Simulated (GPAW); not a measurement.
Here is a GPAW 26.7.0 calculation.

Contents of run.py:

```python
from ase.filters import FrechetCellFilter
from ase.io import write
from ase.optimize import FIRE
from ase.spacegroup import crystal
from gpaw import GPAW, PW, setup_paths

setup_paths.insert(0, '.')

# Cd 2b
# S 2b
atoms = crystal(['Cd', 'S'],
                basis=[[0.6666666667, 0.3333333333, 0.5],
                       [0.6666666667, 0.3333333333, 0.875]],
                spacegroup=186, setting=1,  # P6_3mc
                cellpar=[4.15, 4.15, 6.737, 90.0, 90.0, 120.0],
                primitive_cell=True)

calc = GPAW(mode=PW(600),
            xc='AM05',
            kpts={'size': (5, 5, 3), 'gamma': True},
            occupations={'name': 'fermi-dirac', 'width': 0.05},
            nbands=31,
            convergence={'density': 1e-06, 'energy': 1e-06, 'eigenstates': 1e-10},
            maxiter=150,
            txt='gpaw.txt')
atoms.calc = calc
opt = FIRE(FrechetCellFilter(atoms), trajectory='relax.traj', logfile='-')
done = opt.run(fmax=0.02, steps=100)
calc.write('gs.gpw')
write('result.traj', atoms)
print('Converged:', done)
print('Cell:', atoms.cell.cellpar().round(4))
print('Volume:', round(atoms.get_volume(), 4))
print(atoms.get_scaled_positions().round(5))
```

Potentials or basis: PAW data sets generated in the run's folder for this functional, pw.

The run is started by

```console
$ gpaw-setup -f AM05 Cd S
$ OMP_NUM_THREADS=1 python run.py
```

(1) Estimate the relaxed cell.

(2) What does it give for the relaxed volume?

Answers

(1) a = 4.130 Å, b = 4.130 Å, c = 6.720 Å, α = 90.00°, β = 90.00°, γ = 120.00°.

(2) 24.81 Å³/atom.

Caveat: later steps reuse the first step's grids.
